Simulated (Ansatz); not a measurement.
## Strain response of KBr

These are results of Ansatz, DFT PBE, scalar-relativistic, plane waves, PAW, not measurements. (420 eV cutoff, 6×6×4 k-mesh, Gaussian smearing of 0.02 eV, no spin polarisation)

The relaxed crystal:

```xyz
4
Lattice="3.3500 3.3500 0.0000 -3.3500 3.3500 0.0000 0.0000 0.0000 6.6999" Properties=species:S:1:pos:R:3 pbc="T T T"
K     0.0000    0.0000    0.0000
K     0.0000    3.3500    3.3500
Br    0.0000    3.3500    0.0000
Br    0.0000    0.0000    3.3500
```

Deformation: uniaxial strain along a, with the lengths of b and c and the atoms relaxed and the angles held, all within the symmetry that the strain leaves. Energies are extrapolated to zero smearing. Gaps are Kohn–Sham gaps over the whole zone.

```tsv
strain (%)	ΔE (meV/atom)	a (Å)	b (Å)	c (Å)	gap (eV)
-4.5	4.1	4.524	4.860	6.725	4.26
-3.0	1.8	4.595	4.821	6.720	4.28
-1.5	0.5	4.667	4.781	6.714	4.30
+0.0	0.0	4.738	4.738	6.700	4.32
+1.5	0.4	4.809	4.707	6.697	4.27
+3.0	1.5	4.880	4.672	6.686	4.23
+4.5	3.5	4.951	4.639	6.674	4.19
```

(1) What stiffness (1/V) d²E/dε² at zero strain does a cubic fit over all points give?

(2) How does the free axis b answer a small strain?

(3) How fast does the gap move with strain on either side?

Answers

(1) A cubic fit gives (1/V) d²E/dε² = 16 GPa at zero strain (Young's modulus along this axis, angles held).

(2) Between the innermost points its strain is -0.52 times the applied one.

(3) 13 meV per percent on the compressed side and -30 meV per percent on the stretched side.